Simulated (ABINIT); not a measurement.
# Sn (Fd-3m) in ABINIT: further runs

The runs below take Sn through band structure, with BP86, PW91.

Program: ABINIT 10.8.3 (patched build). These are calculated values, not measurements. Logs are shortened: lines on timing, memory, paths and dates and some standing lists are left out, and cuts for length are marked. The log counts tension as positive stress, the text compression.

**1. The structure**

It takes space group Fd-3m (No. 227, cubic). Conventional cell: a = 6.467 Å, b = 6.467 Å, c = 6.467 Å, α = 90.00°, β = 90.00°, γ = 90.00°. Sn (site symmetry -43m) is surrounded by 4 Sn at 2.80 Å.

This isn't the form of Sn at room conditions, which is tetragonal (white tin).

**2. Band structure, BP86**

Contents of run.abi:

```
ndtset 2

pp_dirpath "./"
pseudos "Sn.GGA_PBE-JTH_sp.xml"

acell 3*1.0 Angstrom
rprim
     0.0000000000     3.2333428000     3.2333428000
     3.2333428000     0.0000000000     3.2333428000
     3.2333428000     3.2333428000     0.0000000000
ntypat 1
znucl 50
natom 2
typat 1 1
xred
     0.7500000000     0.7500000000     0.7500000000
     0.5000000000     0.5000000000     0.5000000000

ecut 408.170794 eV
pawecutdg 30.0

ixc -106132

occopt 3
tsmear 0.05 eV

nstep 100

iomode 3
prtwf 0
prteig 0
prtebands 0
enunit 2
prtden1 1

kptopt1 1
ngkpt1 7 7 7
nshiftk1 1
shiftk1 0.0 0.0 0.0
nband1 8
tolvrs1 1.0e-9

iscf2 -2
getden2 1
nband2 12
nbdbuf2 2
tolwfr2 1.0e-12
kptopt2 -9
ndivsm2 5
prteig2 1
kptbounds2
     0.0000000000     0.0000000000     0.0000000000
     0.5000000000     0.0000000000     0.5000000000
     0.5000000000     0.2500000000     0.7500000000
     0.3750000000     0.3750000000     0.7500000000
     0.0000000000     0.0000000000     0.0000000000
     0.5000000000     0.5000000000     0.5000000000
     0.6250000000     0.2500000000     0.6250000000
     0.5000000000     0.2500000000     0.7500000000
     0.5000000000     0.5000000000     0.5000000000
     0.3750000000     0.3750000000     0.7500000000
```

Potentials or basis: JTH PAW PBE v2.0 sp.

Command:

```bash
> abinit run.abi > log 2>&1
```

run.abo:

```text
.Version 10.8.3 of ABINIT
 DATASET    1 : space group Fd -3 m (#227); Bravais cF (face-center cubic)
================================================================================
 Values of the parameters that define the memory need for DATASET  1.
     intxc =       0    ionmov =       0      iscf =      17    lmnmax =      13
     lnmax =       5     mgfft =      32  mpssoang =       3    mqgrid =    3001
     natom =       2  nloc_mem =       2    nspden =       1   nspinor =       1
    nsppol =       1      nsym =      48    n1xccc =       1    ntypat =       1
    occopt =       3   xclevel =       2
       mpw =        1283          nfft =       32768          nkpt =          20
 PAW method is used; the additional fine FFT grid is defined by:
   mgfftf=        45    nfftf =     91125
================================================================================
================================================================================

 DATASET    2 : space group Fd -3 m (#227); Bravais cF (face-center cubic)
================================================================================
 Values of the parameters that define the memory need for DATASET  2.
     intxc =       0    ionmov =       0      iscf =      -2    lmnmax =      13
     lnmax =       5     mgfft =      32  mpssoang =       3    mqgrid =    3001
     natom =       2  nloc_mem =       2    nspden =       1   nspinor =       1
    nsppol =       1      nsym =      48    n1xccc =       1    ntypat =       1
    occopt =       3   xclevel =       2
       mpw =        1295          nfft =       32768          nkpt =          87
 PAW method is used; the additional fine FFT grid is defined by:
   mgfftf=        45    nfftf =     91125
================================================================================
================================================================================

--------------------------------------------------------------------------------
------------- Echo of variables that govern the present computation ------------
--------------------------------------------------------------------------------
 -outvars: echo values of preprocessed input variables --------
            acell      1.8897261259E+00  1.8897261259E+00  1.8897261259E+00 Bohr
              amu      1.18710000E+02
             ecut      1.50000000E+01 Hartree
           enunit           2
           getden1          0
           getden2          1
             iscf1         17
             iscf2         -2
                       outvar_i_n : Printing only first  50 k-points.
              ixc     -106132
           jdtset        1    2
                       outvar_i_n : Printing only first  50 k-points.
           kptopt1          1
           kptopt2         -9
         kptrlatt        7    0    0      0    7    0      0    0    7
          kptrlen1     6.04872244E+01
          kptrlen2     3.00000000E+01
            natom           2
            nband1          8
            nband2         12
           nbdbuf1          0
           nbdbuf2          2
           ndtset           2
           ndivsm1          0
           ndivsm2          5
            ngfft          32      32      32
          ngfftdg          45      45      45
             nkpt1         20
             nkpt2         87
            nstep         100
             nsym          48
           ntypat           1
           occopt           3
        pawecutdg      3.00000000E+01 Hartree
         pawxcdev           0
        prtebands           0
           prteig1          0
           prteig2          1
            prtwf           0
            rprim      0.0000000000E+00  3.2333428000E+00  3.2333428000E+00
                       3.2333428000E+00  0.0000000000E+00  3.2333428000E+00
                       3.2333428000E+00  3.2333428000E+00  0.0000000000E+00
           shiftk1     0.00000000E+00  0.00000000E+00  0.00000000E+00
           shiftk2     5.00000000E-01  5.00000000E-01  5.00000000E-01
          spgroup         227
           tolvrs1     1.00000000E-09
           tolvrs2     0.00000000E+00
           tolwfr1     0.00000000E+00
           tolwfr2     1.00000000E-12
           tsmear      1.83746611E-03 Hartree
            typat      1  1
           useylm           1
                       outvars : Printing only first  50 k-points.
           xangst      4.8500142000E+00  4.8500142000E+00  4.8500142000E+00
                       3.2333428000E+00  3.2333428000E+00  3.2333428000E+00
            xcart      9.1651985448E+00  9.1651985448E+00  9.1651985448E+00
[... 239 lines left out ...]
  7.39E-13  5.08E-13  4.14E-13  4.85E-13  4.65E-13  8.67E-13  1.36E-13  2.00E-13
  9.96E-13  5.30E-13  6.78E-10  4.67E-08
 -3.5336E-01  4.9562E-03  3.8797E-02  3.8797E-02  5.3546E-02  1.1688E-01
  1.2289E-01  1.2289E-01  2.3260E-01  3.1785E-01  3.3343E-01  3.5466E-01
 Non-SCF case, kpt    3 (  0.07143  0.00000  0.07143), residuals and eigenvalues=
[... 410 lines left out ...]
  3.73E-13  9.67E-13  9.81E-13  2.50E-13  2.85E-13  1.88E-13  1.96E-13  8.69E-13
  3.26E-13  8.82E-13  5.96E-13  1.33E-07
 -2.6769E-01 -2.0931E-01 -8.5533E-02 -3.1835E-02  8.5279E-02  1.9387E-01
  2.2383E-01  2.3613E-01  2.9185E-01  3.3242E-01  4.1039E-01  4.5834E-01
 Non-SCF case, kpt   86 (  0.38889  0.38889  0.72222), residuals and eigenvalues=
  4.33E-13  2.02E-13  3.07E-13  9.72E-13  8.79E-13  1.89E-13  4.84E-13  4.60E-13
  5.45E-13  6.22E-13  5.27E-11  3.39E-09
 -2.6070E-01 -2.1621E-01 -8.7643E-02 -3.6004E-02  8.2186E-02  1.8076E-01
  2.4002E-01  2.5118E-01  2.8817E-01  3.3308E-01  4.3671E-01  4.6124E-01
 Non-SCF case, kpt   87 (  0.37500  0.37500  0.75000), residuals and eigenvalues=
  4.62E-13  3.45E-13  8.12E-13  1.53E-13  5.54E-13  3.00E-13  2.32E-13  3.34E-13
  1.47E-13  9.72E-13  1.79E-09  4.30E-08
 -2.5515E-01 -2.2209E-01 -8.6543E-02 -3.9317E-02  7.9644E-02  1.6466E-01
  2.5432E-01  2.6294E-01  2.9216E-01  3.3896E-01  4.4756E-01  4.6815E-01

--- !ResultsGS
iteration_state: {dtset: 2, }
comment   : Summary of ground state results
lattice_vectors:
- [  0.0000000,   6.1101324,   6.1101324, ]
- [  6.1101324,   0.0000000,   6.1101324, ]
- [  6.1101324,   6.1101324,   0.0000000, ]
lattice_lengths: [   8.64103,    8.64103,    8.64103, ]
lattice_angles: [ 60.000,  60.000,  60.000, ] # degrees, (23, 13, 12)
lattice_volume:   4.5622791E+02
convergence: {deltae:  0.000E+00, res2:  0.000E+00, residm:  9.998E-13, diffor:  0.000E+00, }
etotal    :  -7.22803974E+00
entropy   :   0.00000000E+00
fermie    :   3.79496047E-02
cartesian_stress_tensor: null
pressure_GPa: null
xred      :
- [  7.5000E-01,   7.5000E-01,   7.5000E-01, Sn]
- [  5.0000E-01,   5.0000E-01,   5.0000E-01, Sn]
cartesian_forces: null
force_length_stats: {min: null, max: null, mean: null, }
...

 Integrated electronic density in atomic spheres:
 ------------------------------------------------
 Atom  Sphere_radius  Integrated_density
    1        2.70162          2.58212177
    2        2.70162          2.59918657

================================================================================

 ----iterations are completed or convergence reached----

 Mean square residual over all n,k,spin=   48.659E-14; max=  99.980E-14
 reduced coordinates (array xred) for    2 atoms
       0.750000000000      0.750000000000      0.750000000000
       0.500000000000      0.500000000000      0.500000000000

 cartesian coordinates (angstrom) at end:
    1      4.85001420000000     4.85001420000000     4.85001420000000
    2      3.23334280000000     3.23334280000000     3.23334280000000
 length scales=  1.889726125908  1.889726125908  1.889726125908 bohr
              =  1.000000000000  1.000000000000  1.000000000000 angstroms
 Eigenvalues (hartree) for nkpt=  87  k points:
 kpt#   1, nband= 12, wtk=  1.00000, kpt=  0.0000  0.0000  0.0000 (reduced coord)
  -0.35397    0.01678    0.04199    0.04199    0.04199    0.11891    0.11891    0.11891
   0.22914    0.33288    0.33288    0.35344
 kpt#   2, nband= 12, wtk=  1.00000, kpt=  0.0357  0.0000  0.0357 (reduced coord)
  -0.35336    0.00496    0.03880    0.03880    0.05355    0.11688    0.12289    0.12289
   0.23260    0.31785    0.33343    0.35466
 kpt#   3, nband= 12, wtk=  1.00000, kpt=  0.0714  0.0000  0.0714 (reduced coord)
  -0.35154   -0.01435    0.03077    0.03077    0.07189    0.11149    0.13327    0.13327
   0.24227    0.29621    0.33510    0.35833
 kpt#   4, nband= 12, wtk=  1.00000, kpt=  0.1071  0.0000  0.1071 (reduced coord)
  -0.34852   -0.03462    0.02045    0.02045    0.08993    0.10419    0.14750    0.14750
   0.25668    0.27610    0.33788    0.36446
 kpt#   5, nband= 12, wtk=  1.00000, kpt=  0.1429  0.0000  0.1429 (reduced coord)
  -0.34429   -0.05502    0.00947    0.00947    0.09623    0.10571    0.16388    0.16388
   0.25990    0.27448    0.34178    0.37306
 kpt#   6, nband= 12, wtk=  1.00000, kpt=  0.1786  0.0000  0.1786 (reduced coord)
  -0.33887   -0.07532   -0.00132   -0.00132    0.08844    0.11714    0.18151    0.18151
[... 229 lines left out ...]
 kpt#  83, nband= 12, wtk=  1.00000, kpt=  0.4306  0.4306  0.6389 (reduced coord)
  -0.28046   -0.19936   -0.07041   -0.02166    0.08964    0.17170    0.20386    0.24309
   0.30512    0.34021    0.36033    0.44102
 kpt#  84, nband= 12, wtk=  1.00000, kpt=  0.4167  0.4167  0.6667 (reduced coord)
  -0.27446   -0.20349   -0.07979   -0.02698    0.08825    0.18802    0.21985    0.22702
   0.29811    0.33520    0.38365    0.45148
 kpt#  85, nband= 12, wtk=  1.00000, kpt=  0.4028  0.4028  0.6944 (reduced coord)
  -0.26769   -0.20931   -0.08553   -0.03184    0.08528    0.19387    0.22383    0.23613
   0.29185    0.33242    0.41039    0.45834
 kpt#  86, nband= 12, wtk=  1.00000, kpt=  0.3889  0.3889  0.7222 (reduced coord)
  -0.26070   -0.21621   -0.08764   -0.03600    0.08219    0.18076    0.24002    0.25118
   0.28817    0.33308    0.43671    0.46124
 kpt#  87, nband= 12, wtk=  1.00000, kpt=  0.3750  0.3750  0.7500 (reduced coord)
  -0.25515   -0.22209   -0.08654   -0.03932    0.07964    0.16466    0.25432    0.26294
   0.29216    0.33896    0.44756    0.46815
 Eigenvalues (   eV  ) for nkpt=  87  k points:
 kpt#   1, nband= 12, wtk=  1.00000, kpt=  0.0000  0.0000  0.0000 (reduced coord)
  -9.63199    0.45668    1.14252    1.14252    1.14252    3.23558    3.23558    3.23558
   6.23513    9.05802    9.05802    9.61758
 kpt#   2, nband= 12, wtk=  1.00000, kpt=  0.0357  0.0000  0.0357 (reduced coord)
  -9.61548    0.13486    1.05571    1.05571    1.45707    3.18035    3.34391    3.34391
   6.32935    8.64927    9.07315    9.65083
 kpt#   3, nband= 12, wtk=  1.00000, kpt=  0.0714  0.0000  0.0714 (reduced coord)
  -9.56601   -0.39055    0.83729    0.83729    1.95617    3.03379    3.62659    3.62659
   6.59256    8.06016    9.11855    9.75067
 kpt#   4, nband= 12, wtk=  1.00000, kpt=  0.1071  0.0000  0.1071 (reduced coord)
  -9.48367   -0.94212    0.55641    0.55641    2.44718    2.83507    4.01370    4.01370
   6.98455    7.51316    9.19424    9.91745
 kpt#   5, nband= 12, wtk=  1.00000, kpt=  0.1429  0.0000  0.1429 (reduced coord)
  -9.36865   -1.49722    0.25767    0.25767    2.61847    2.87661    4.45940    4.45940
   7.07216    7.46912    9.30030   10.15160
 kpt#   6, nband= 12, wtk=  1.00000, kpt=  0.1786  0.0000  0.1786 (reduced coord)
  -9.22122   -2.04957   -0.03591   -0.03591    2.40653    3.18757    4.93916    4.93916
[... 230 lines left out ...]
  -7.63184   -5.42495   -1.91597   -0.58933    2.43913    4.67216    5.54734    6.61485
   8.30285    9.25766    9.80497   12.00089
 kpt#  84, nband= 12, wtk=  1.00000, kpt=  0.4167  0.4167  0.6667 (reduced coord)
  -7.46838   -5.53722   -2.17132   -0.73405    2.40144    5.11621    5.98235    6.17755
   8.11200    9.12131   10.43978   12.28533
 kpt#  85, nband= 12, wtk=  1.00000, kpt=  0.4028  0.4028  0.6944 (reduced coord)
  -7.28416   -5.69566   -2.32748   -0.86628    2.32056    5.27560    6.09062    6.42529
   7.94176    9.04548   11.16732   12.47211
 kpt#  86, nband= 12, wtk=  1.00000, kpt=  0.3889  0.3889  0.7222 (reduced coord)
  -7.09390   -5.88339   -2.38490   -0.97972    2.23638    4.91873    6.53135    6.83499
   7.84163    9.06356   11.88350   12.55092
 kpt#  87, nband= 12, wtk=  1.00000, kpt=  0.3750  0.3750  0.7500 (reduced coord)
  -6.94303   -6.04344   -2.35497   -1.06987    2.16722    4.48051    6.92029    7.15498
   7.95021    9.22365   12.17871   12.73905

== END DATASET(S) ==============================================================
================================================================================

 -outvars: echo values of variables after computation  --------
            acell      1.8897261259E+00  1.8897261259E+00  1.8897261259E+00 Bohr
           etotal1    -7.2280397448E+00
            fcart1    -6.0594222216E-29  2.7542828280E-29 -5.5085656560E-30
                       6.0594222216E-29 -2.7542828280E-29  5.5085656560E-30
            rprim      0.0000000000E+00  3.2333428000E+00  3.2333428000E+00
                       3.2333428000E+00  0.0000000000E+00  3.2333428000E+00
                       3.2333428000E+00  3.2333428000E+00  0.0000000000E+00
           strten1    -1.4156735007E-04 -1.4156735007E-04 -1.4156735007E-04
                       0.0000000000E+00  0.0000000000E+00  0.0000000000E+00
           xangst      4.8500142000E+00  4.8500142000E+00  4.8500142000E+00
                       3.2333428000E+00  3.2333428000E+00  3.2333428000E+00
             xred      7.5000000000E-01  7.5000000000E-01  7.5000000000E-01
                       5.0000000000E-01  5.0000000000E-01  5.0000000000E-01
 Calculation completed.
```

Run time: 27 s. Hardware: 1 thread of Arm Neoverse V1, shared host; peak memory 0.12 GiB.

Results:

```yaml
Free_energy: -196.6850 eV
Band_gap_on_the_k_mesh: none (metal or under the smearing width)
```

Levels at the corners of the path, in eV from the Fermi level:
```
point  band 1  band 2  band 3  band 4  band 5  band 6  band 7  band 8  band 9
    Γ  -10.66   -0.58    0.11    0.11    0.11    2.20    2.20    2.20    5.20
    X   -7.57   -7.57   -2.46   -2.46    0.85    0.85    7.85    7.85    9.51
    W   -7.51   -7.51   -3.05   -3.05    3.51    3.51    4.12    4.12    9.21
    K   -7.98   -7.08   -3.39   -2.10    1.13    3.45    5.89    6.12    6.92
    Γ  -10.66   -0.58    0.11    0.11    0.11    2.20    2.20    2.20    5.20
    L   -9.05   -6.33   -1.11   -1.11    0.03    3.28    3.28    5.83    8.73
    U   -7.98   -7.08   -3.39   -2.10    1.13    3.45    5.89    6.12    6.92
    W   -7.51   -7.51   -3.05   -3.05    3.51    3.51    4.12    4.12    9.21
    L   -9.05   -6.33   -1.11   -1.11    0.03    3.28    3.28    5.83    8.73
    K   -7.98   -7.08   -3.39   -2.10    1.13    3.45    5.89    6.12    6.92
```

Caveat: the cutoff is too short for stress, so the log's stress isn't used; the PAW data sets were made with another functional, which shifts forces and pressure a little; spin-orbit coupling is left out, which moves the levels of the heavy elements; this set keeps more shells in the core, which shifts pressures and gaps; the atomic spheres overlap.

**3. Band structure, PW91**

run.abi, as its differences from that of step 2:

```diff
@@ -1,3 +1,5 @@
+# Datasets: ground state, then fixed potential
 ndtset 2
 
+# Pseudopotentials
 pp_dirpath "./"
@@ -5,7 +7,8 @@
 
-acell 3*1.0 Angstrom
+# Structure
+acell 4.5726372396 4.5726372396 4.5726372396 Angstrom
 rprim
-     0.0000000000     3.2333428000     3.2333428000
-     3.2333428000     0.0000000000     3.2333428000
-     3.2333428000     3.2333428000     0.0000000000
+     0.0000000000     0.7071067812     0.7071067812
+     0.7071067812     0.0000000000     0.7071067812
+     0.7071067812     0.7071067812     0.0000000000
 ntypat 1
@@ -18,7 +21,10 @@
 
-ecut 408.170794 eV
+# Plane-wave basis
+ecut 15.0
 pawecutdg 30.0
 
-ixc -106132
+# Exchange and correlation
+ixc -109134
 
+# Bands and occupations
 occopt 3
@@ -26,4 +32,6 @@
 
+# SCF cycle
 nstep 100
 
+# Output
 iomode 3
@@ -35,2 +43,3 @@
 
+# Dataset 1
 kptopt1 1
@@ -42,2 +51,3 @@
 
+# Dataset 2: bands along G-X-W-K-G-L-U-W-L-K
 iscf2 -2
@@ -48,3 +58,3 @@
 kptopt2 -9
-ndivsm2 5
+ndivsm2 8
 prteig2 1
```

Potentials or basis: JTH PAW PBE v2.0 sp.

Command:

```bash
> abinit run.abi > log 2>&1
```

Wall time 38 s (1 thread of Arm Neoverse V1, shared host); peak memory 0.14 GiB.

Results (log left out):

| Quantity | Value |
| --- | --- |
| Free energy | -196.5112 eV |
| Band gap on the k mesh | none (metal or under the smearing width) |

Levels at the corners of the path, in eV from the Fermi level:
```
point  band 1  band 2  band 3  band 4  band 5  band 6  band 7  band 8
    Γ  -10.66   -0.54    0.11    0.11    0.11    2.20    2.20    2.20
    X   -7.55   -7.55   -2.47   -2.47    0.82    0.82    7.87    7.87
    W   -7.49   -7.49   -3.07   -3.07    3.51    3.51    4.09    4.09
    K   -7.96   -7.06   -3.40   -2.11    1.11    3.43    5.89    6.13
    Γ  -10.66   -0.54    0.11    0.11    0.11    2.20    2.20    2.20
    L   -9.04   -6.33   -1.11   -1.11    0.03    3.27    3.27    5.76
    U   -7.96   -7.06   -3.40   -2.11    1.11    3.43    5.89    6.13
    W   -7.49   -7.49   -3.07   -3.07    3.51    3.51    4.09    4.09
    L   -9.04   -6.33   -1.11   -1.11    0.03    3.27    3.27    5.76
    K   -7.96   -7.06   -3.40   -2.11    1.11    3.43    5.89    6.13
```

Caveat: the cutoff is too short for stress, so the log's stress isn't used; the PAW data sets were made with another functional, which shifts forces and pressure a little; spin-orbit coupling is left out, which moves the levels of the heavy elements; this set keeps more shells in the core, which shifts pressures and gaps; the atomic spheres overlap.
